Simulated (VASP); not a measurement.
# KI in VASP: further runs

Runs on KI. Level: PBEsol. Tasks: single point.

Everything below comes from runs of VASP 6.6.1. Logs are shortened: lines on timing, memory, paths and dates and some standing lists are left out, and cuts for length are marked.

**Measured values to compare with.**

From a printed reference work, monograph, for a bulk crystal of KI: band gap 6.32 eV.

The runs below are set against these values where they give the same quantity.

## 1. The cell of the first run

It takes space group Fm-3m (No. 225, cubic). The conventional cell has a = 7.066 Å, b = 7.066 Å, c = 7.066 Å, α = 90.00°, β = 90.00°, γ = 90.00°. Within 4.6 Å of K (site symmetry m-3m) lie 6 I at 3.53 Å. I (site symmetry m-3m) has 6 K at 3.53 Å within 4.6 Å.

## 2. Single point, PBEsol

Input file INCAR:

```
SYSTEM = KI
PREC     = Accurate       ! precision mode
ENCUT    = 520            ! plane-wave cutoff, eV
EDIFF    = 1E-7           ! SCF threshold, eV
ISMEAR   = 0              ! smearing method
SIGMA    = 0.05           ! smearing width, eV
LREAL    = .False.        ! projectors in reciprocal space
LASPH    = .True.         ! aspherical terms in the spheres
NELM     = 80             ! most SCF steps
ALGO     = Normal         ! electronic algorithm
ISIF     = 2              ! what is computed and relaxed
LWAVE    = .False.        ! write WAVECAR
LCHARG   = .False.        ! write CHGCAR
GGA      = PS             ! functional
NBANDS   = 15             ! bands
```

Input file KPOINTS:

```
Automatic mesh
0
Gamma
  8 8 8
  0 0 0
```

Input file POSCAR:

```
KI
1.0
    0.0000000000      3.5327750000      3.5327750000
    3.5327750000      0.0000000000      3.5327750000
    3.5327750000      3.5327750000      0.0000000000
K I
1 1
Direct
    0.0000000000      0.0000000000      0.0000000000
    0.5000000000      0.5000000000      0.5000000000
```

Potentials or basis: VASP PAW PBE potentials, release 64 (K_sv, I).

On the command line:

```bash
> cat potpaw_PBE.64/K_sv/POTCAR potpaw_PBE.64/I/POTCAR > POTCAR
> mpirun -np 1 vasp_std > vasp.out
```

OUTCAR:

```text
SYSTEM = KI
   PREC = Accurate
   ENCUT = 520
   EDIFF = 1E-7
   ISMEAR = 0
   LREAL = .False.
   LASPH = .True.
   NELM = 80
   ISIF = 2
   GGA = PS

 ion  position               nearest neighbor table
   1  0.000  0.000  0.000-   2 3.53   2 3.53   2 3.53   2 3.53   2 3.53   2 3.53
   2  0.500  0.500  0.500-   1 3.53   1 3.53   1 3.53   1 3.53   1 3.53   1 3.53

  LATTYP: Found a face centered cubic cell.
 ALAT       =     7.0655500000

  Lattice vectors:

 A1 = (   0.0000000000,   3.5327750000,   3.5327750000)
 A2 = (   3.5327750000,   0.0000000000,   3.5327750000)
 A3 = (   3.5327750000,   3.5327750000,   0.0000000000)

Analysis of symmetry for initial positions (statically):
=====================================================================
 Subroutine PRICEL returns:
 Original cell was already a primitive cell.

 Routine SETGRP: Setting up the symmetry group for a
 face centered cubic supercell.

 Subroutine GETGRP returns: Found 48 space group operations
 (whereof 48 operations were pure point group operations)
 out of a pool of 48 trial point group operations.

The static configuration has the point symmetry O_h .

Analysis of symmetry for dynamics (positions and initial velocities):
=====================================================================
 Subroutine PRICEL returns:
 Original cell was already a primitive cell.

 Routine SETGRP: Setting up the symmetry group for a
 face centered cubic supercell.

 Subroutine GETGRP returns: Found 48 space group operations
 (whereof 48 operations were pure point group operations)
 out of a pool of 48 trial point group operations.

The dynamic configuration has the point symmetry O_h .

 Subroutine INISYM returns: Found 48 space group operations
 (whereof 48 operations are pure point group operations),
 and found     1 'primitive' translations

----------------------------------------------------------------------------------------

                                     Primitive cell

  volume of cell :      88.1816

  direct lattice vectors                    reciprocal lattice vectors
     0.000000000  3.532775000  3.532775000    -0.141531799  0.141531799  0.141531799
     3.532775000  0.000000000  3.532775000     0.141531799 -0.141531799  0.141531799
     3.532775000  3.532775000  0.000000000     0.141531799  0.141531799 -0.141531799

  length of vectors
     4.996098318  4.996098318  4.996098318     0.245140266  0.245140266  0.245140266

  position of ions in fractional coordinates (direct lattice)
     0.000000000  0.000000000  0.000000000
     0.500000000  0.500000000  0.500000000

  ion indices of the primitive-cell ions
   primitive index   ion index
                 1           1
                 2           2

----------------------------------------------------------------------------------------

 KPOINTS: Automatic mesh

Automatic generation of k-mesh.
 Grid dimensions read from file:
 generate k-points for:    8    8    8

 Generating k-lattice:

  Cartesian coordinates                     Fractional coordinates (reciprocal lattice)
    -0.017691475  0.017691475  0.017691475     0.125000000  0.000000000  0.000000000
     0.017691475 -0.017691475  0.017691475     0.000000000  0.125000000  0.000000000
     0.017691475  0.017691475 -0.017691475     0.000000000  0.000000000  0.125000000

  Length of vectors
     0.030642533  0.030642533  0.030642533

  Shift w.r.t. Gamma in fractional coordinates (k-lattice)
     0.000000000  0.000000000  0.000000000

 Subroutine IBZKPT returns following result:
 ===========================================

 Found     29 irreducible k-points:

 Following reciprocal coordinates:
            Coordinates               Weight
  0.000000  0.000000  0.000000      1.000000
  0.125000  0.000000  0.000000      8.000000
  0.250000  0.000000  0.000000      8.000000
  0.375000  0.000000  0.000000      8.000000
  0.500000  0.000000  0.000000      4.000000
  0.125000  0.125000  0.000000      6.000000
[... 16 lines left out ...]
  0.500000  0.250000  0.125000     48.000000
 -0.375000  0.250000  0.125000     24.000000
 [... further k-points ...]
   k-points           NKPTS =     29   k-points in BZ     NKDIM =     29   number of bands    NBANDS=     15
   number of dos      NEDOS =    301   number of ions     NIONS =      2
   total plane-waves  NPLWV =  64000
   dimension x,y,z NGX =    40 NGY =   40 NGZ =   40
   dimension x,y,z NGXF=    80 NGYF=   80 NGZF=   80
   ions per type =               1   1
   NGX,Y,Z   is equivalent  to a cutoff of  13.31, 13.31, 13.31 a.u.
   NGXF,Y,Z  is equivalent  to a cutoff of  26.62, 26.62, 26.62 a.u.
 SYSTEM =  KI
   PREC   = accura    normal or accurate (medium, high low for compatibility)
   ISTART =      0    job   : 0-new  1-cont  2-samecut
   ICHARG =      2    charge: 1-file 2-atom 10-const
   ISPIN  =      1    spin polarized calculation?
   LNONCOLLINEAR =      F non collinear calculations
   LSORBIT =      F    spin-orbit coupling
   LASPH  =      T    aspherical Exc in radial PAW
   ENCUT  =  520.0 eV  38.22 Ry    6.18 a.u.   9.29  9.29  9.29*2*pi/ulx,y,z
   NELM   =     80;   NELMIN=  2; NELMDL= -5     # of ELM steps
   EDIFF  = 0.1E-06   stopping-criterion for ELM
   LREAL  =      F    real-space projection
   EDIFFG = 0.1E-05   stopping-criterion for IOM
   NSW    =      0    number of steps for IOM
   IBRION =     -1    ionic relax: 0-MD 1-quasi-New 2-CG
   NFREE  =      0    steps in history (QN), initial steepest desc. (CG)
   ISIF   =      2    stress and relaxation
   ISYM   =      2    0-nonsym 1-usesym 2-fastsym
   POTIM  = 0.5000    time-step for ionic-motion
   TEBEG  =    0.0;   TEEND  =   0.0 temperature during run
   PSTRESS=    0.0 pullay stress
   NELECT =      16.0000    total number of electrons
   NUPDOWN=      -1.0000    fix difference up-down
   EMIN   =  10.00;   EMAX   =-10.00  energy-range for DOS
   EFERMI =   0.00;   METHOD = LEGACY
   ISMEAR =     0;   SIGMA  =   0.05  broadening in eV -4-tet -1-fermi 0-gaus
   EFERMI_NEDOS =   21; number of points for ismear=-14 and -15
   IALGO  =     38    algorithm
   IMIX   =      4    mixing-type and parameters
     AMIX     =   0.40;   BMIX     =  1.00
     AMIX_MAG =   1.60;   BMIX_MAG =  1.00
  volume/ion in A,a.u.               =      44.09       297.54
  Fermi-wavevector in a.u.,A,eV,Ry     =   0.926806  1.751409 11.686988  0.858969
  Thomas-Fermi vector in A             =   2.052808
   LORBIT       =      0    0 simple, 1 ext, 2 COOP (PROOUT), +10 PAW based schemes
   GGA     = PS    functional components
   LHFCALC =     F    Hartree Fock is set to
   AEXX    =    0.0000 exact exchange contribution
   IVDW    =     0    specifies the selected vdW correction
   LEPSILON=     F    determine dielectric tensor
   LRPA    =     F    only Hartree local field effects (RPA)
 non-spin polarized calculation
 Gauss-broadening in eV      SIGMA  =   0.05
  energy-cutoff  :      520.00
  volume of cell :       88.18
 maximum number of plane-waves:      2421
 NGX is ok and might be reduce to    40
   NGX = 19   NGY = 19   NGZ = 19

 number of electron      15.9999999 magnetization

 Free energy of the ion-electron system (eV)
  ---------------------------------------------------
  ext. energy  EPLUGINS =         0.00000000
  ---------------------------------------------------
  free energy    TOTEN  =        -5.81462636 eV

  energy without entropy =       -5.81462636  energy(sigma->0) =       -5.81462636

 E-fermi :  -0.2194     XC(G=0):  -7.3417

 val. band max:       -0.5085656886   @ k =   0.0000   0.0000   0.0000
 cond. band min:       3.3056118796   @ k =   0.0000   0.0000   0.0000
 fundamental gap:      3.8141775682
 Fermi energy:        -0.2194107683

 k-point     1 :       0.0000    0.0000    0.0000
  band No.  band energies     occupation
      1     -28.8344      2.00000
      2     -12.3868      2.00000
      3     -12.3868      2.00000
      4     -12.3868      2.00000
      5     -11.0457      2.00000
      6      -0.5086      2.00000
      7      -0.5086      2.00000
      8      -0.5086      2.00000
      9       3.3056      0.00000
     10       5.9200      0.00000
     11       5.9200      0.00000
     12       5.9200      0.00000
     13       6.6601      0.00000
     14       6.6601      0.00000
     15       9.0971      0.00000

 k-point     2 :       0.1250    0.0000    0.0000
  band No.  band energies     occupation
      1     -28.8341      2.00000
      2     -12.4141      2.00000
      3     -12.3872      2.00000
      4     -12.3872      2.00000
      5     -10.9998      2.00000
      6      -0.7745      2.00000
      7      -0.5633      2.00000
      8      -0.5633      2.00000
      9       3.6944      0.00000
     10       5.8359      0.00000
     11       6.0896      0.00000
     12       6.0896      0.00000
     13       6.8391      0.00000
     14       6.8391      0.00000
     15       9.6427      0.00000

 k-point     3 :       0.2500    0.0000    0.0000
  band No.  band energies     occupation
      1     -28.8333      2.00000
      2     -12.4740      2.00000
      3     -12.3880      2.00000
      4     -12.3880      2.00000
      5     -10.8940      2.00000
      6      -1.2894      2.00000
      7      -0.6883      2.00000
      8      -0.6883      2.00000
      9       4.4137      0.00000
     10       5.9679      0.00000
     11       6.5327      0.00000
     12       6.5327      0.00000
     13       7.3577      0.00000
     14       7.3577      0.00000
     15       9.7386      0.00000
[... 343 lines left out ...]
 k-point    23 :       0.5000    0.2500    0.1250
  band No.  band energies     occupation
      1     -28.8322      2.00000
      2     -12.4967      2.00000
      3     -12.4043      2.00000
      4     -12.3934      2.00000
      5     -10.8147      2.00000
      6      -1.5814      2.00000
      7      -0.9882      2.00000
      8      -0.8668      2.00000
      9       5.2770      0.00000
     10       5.9294      0.00000
     11       6.7000      0.00000
     12       7.6437      0.00000
     13       7.9832      0.00000
     14       8.2100      0.00000
     15       9.4659      0.00000

 k-point    24 :      -0.3750    0.2500    0.1250
  band No.  band energies     occupation
      1     -28.8319      2.00000
      2     -12.5051      2.00000
      3     -12.4047      2.00000
      4     -12.3959      2.00000
      5     -10.7940      2.00000
      6      -1.6399      2.00000
      7      -1.0652      2.00000
      8      -0.9033      2.00000
      9       5.4062      0.00000
     10       6.2433      0.00000
     11       6.7960      0.00000
     12       7.6999      0.00000
     13       8.1171      0.00000
     14       8.4071      0.00000
     15       9.2544      0.00000

 [... further k-points ...]

------------------------ aborting loop because EDIFF is reached ----------------------------------------

  FORCE on cell =-STRESS in cart. coord.  units (eV):
  Direction    XX          YY          ZZ          XY          YZ          ZX
  --------------------------------------------------------------------------------------
  -------------------------------------------------------------------------------------
  Total       -0.1393700     -0.1393700     -0.1393700      0.0000000      0.0000000     -0.0000000
  in kB       -2.5322225     -2.5322225     -2.5322225      0.0000000      0.0000000     -0.0000000
  external PRESSURE =      -2.5322225 kB  Pullay stress =       0.0000000 kB

 VOLUME and BASIS-vectors are now :
 -----------------------------------------------------------------------------
  energy-cutoff  :      520.00
  volume of cell :       88.18
      direct lattice vectors                 reciprocal lattice vectors
     0.000000000  3.532775000  3.532775000    -0.141531799  0.141531799  0.141531799
     3.532775000  0.000000000  3.532775000     0.141531799 -0.141531799  0.141531799
     3.532775000  3.532775000  0.000000000     0.141531799  0.141531799 -0.141531799

 POSITION                                       TOTAL-FORCE (eV/Angst)
 -----------------------------------------------------------------------------------
      0.00000      0.00000      0.00000         0.000000      0.000000      0.000000
      3.53277      3.53277      3.53277        -0.000000     -0.000000     -0.000000
 -----------------------------------------------------------------------------------
    total drift:                                0.000000     -0.000000     -0.000000

  FREE ENERGIE OF THE ION-ELECTRON SYSTEM (eV)
  ---------------------------------------------------
  free  energy   TOTEN  =        -5.8146263634 eV

  energy  without entropy=       -5.8146263634  energy(sigma->0) =       -5.81462636
```

Run time: 62 s. Hardware: 1 thread of Oxide Virtual Turin-like, shared host; peak memory 0.21 GiB.

What came out:

* Free energy: -5.8146 eV
* Pressure: -0.3 GPa
* Band gap on the k mesh: 3.81 eV

Caveat: the PAW data sets were made with another functional, which shifts forces and pressure a little; spin-orbit coupling is left out, which moves the levels of the heavy elements.

## 3. Single point, PBEsol

Input file INCAR:

```
SYSTEM = KI
PREC = Accurate ; ENCUT = 520
EDIFF = 1E-6 ; ISMEAR = 0
SIGMA = 0.05 ; LREAL = .False.
LASPH = .True. ; NELM = 80
ALGO = Normal ; ISIF = 2
LWAVE = .False. ; LCHARG = .False.
GGA = PS ; NELECT = 15.8
NBANDS = 15
```

Input file KPOINTS:

```
regular mesh
0
Gamma
  8 8 8
  0 0 0
```

POSCAR is that of step 2.

Potentials or basis: VASP PAW PBE potentials, release 64 (K_sv, I).

On the command line:

```bash
> cat potpaw_PBE.64/K_sv/POTCAR potpaw_PBE.64/I/POTCAR > POTCAR
> mpirun -np 1 vasp_std > vasp.out
```

Wall time 45 s (1 thread of Oxide Virtual Turin-like, shared host); peak memory 0.21 GiB.

The run converged. Its results:

| Quantity | Value |
| --- | --- |
| Free energy | -5.6850 eV |

Levels at points of the mesh, in eV from the Fermi level:
| k point | band 4 | band 5 | band 6 | band 7 | band 8 | band 9 | band 10 | band 11 | band 12 | band 13 |
| --- | --- | --- | --- | --- | --- | --- | --- | --- | --- | --- |
| (0.00, 0.00, 0.00) | -11.48 | -10.46 | 0.13 | 0.13 | 0.13 | 4.18 | 6.79 | 6.79 | 6.79 | 7.50 |
| (0.50, 0.00, 0.00) | -11.48 | -10.14 | -1.15 | -0.20 | -0.20 | 5.75 | 7.94 | 8.39 | 8.39 | 9.05 |
| (0.50, 0.50, 0.00) | -11.50 | -10.32 | -0.84 | -0.23 | -0.23 | 5.20 | 6.03 | 8.41 | 8.97 | 9.02 |

Caveat: the cell carries a net charge on a neutralising background, which shifts energy and pressure; the cell is charged against a uniform background, so pressure and absolute levels hang on convention; the PAW data sets were made with another functional, which shifts forces and pressure a little; spin-orbit coupling is left out, which moves the levels of the heavy elements.

## 4. Single point, PBEsol

Input file INCAR:

```
SYSTEM = KI
ALGO = Normal
EDIFF = 1E-6
ENCUT = 520
GGA = PS
ISIF = 2
ISMEAR = 0
LASPH = .True.
LCHARG = .True.
LELF = .True.
LREAL = .False.
LVHAR = .True.
LWAVE = .False.
NBANDS = 15
NELM = 100
PREC = Accurate
SIGMA = 0.05
```

Input file KPOINTS:

```
k-points
0
Gamma
  8 8 8
  0 0 0
```

Changes to POSCAR since step 3:

```diff
@@ -8,3 +8,3 @@
 Direct
-    0.0000000000      0.0000000000      0.0000000000
+    0.0142649394      0.0137832478     -0.0113377219
     0.5000000000      0.5000000000      0.5000000000
```

On the command line:

```bash
> cat potpaw_PBE.64/K_sv/POTCAR potpaw_PBE.64/I/POTCAR > POTCAR
> mpirun -np 1 vasp_std > vasp.out
```

Run time: 6.2 min. Hardware: 1 thread of Oxide Virtual Turin-like, shared host; peak memory 0.46 GiB.

Results (log left out):

- Free energy: -5.8097 eV
- Pressure: -0.2 GPa
- Largest force: 0.099 eV/Å
- Band gap on the k mesh: 3.82 eV

Forces on the atoms (eV/Å):
```
K   -0.008 -0.010 -0.099
I    0.008  0.010  0.099
```

Stress tensor (GPa, compression positive):
```
-0.25  0.00  0.00
 0.00 -0.25  0.00
 0.00  0.00 -0.11
```

Levels at points of the mesh, in eV from the valence-band top:
```tsv
k point	band 5	band 6	band 7	band 8	band 9	band 10	band 11	band 12
(0.00, 0.00, 0.00)	-10.53	0.00	0.00	0.00	3.82	6.43	6.44	6.44
(0.50, 0.00, 0.00)	-10.24	-1.35	-0.34	-0.34	5.38	7.59	8.06	8.07
(0.00, 0.50, 0.00)	-10.24	-1.35	-0.34	-0.34	5.38	7.59	8.06	8.08
(0.00, 0.00, 0.50)	-10.24	-1.35	-0.34	-0.34	5.38	7.58	8.05	8.08
(0.50, 0.50, 0.50)	-10.24	-1.35	-0.34	-0.34	5.38	7.59	8.06	8.07
(0.50, 0.50, 0.00)	-10.39	-1.02	-0.37	-0.37	4.83	5.68	8.08	8.40
(0.00, 0.50, 0.50)	-10.39	-1.02	-0.37	-0.37	4.84	5.67	8.08	8.64
(0.50, 0.00, 0.50)	-10.39	-1.02	-0.37	-0.37	4.84	5.67	8.08	8.63
```

Caveat: the PAW data sets were made with another functional, which shifts forces and pressure a little; spin-orbit coupling is left out, which moves the levels of the heavy elements.

## 5. Comparison with measurements

Step 2. Measured gap of KI: 6.32 eV (a printed reference work, monograph). This calculation gives 3.81 eV (-2.51 eV). Spin-orbit coupling on I is left out. The value is that of PBEsol on a finite k mesh, which can miss the band edges, without temperature or zero-point motion. Semilocal functionals fall short of measured gaps as a rule.
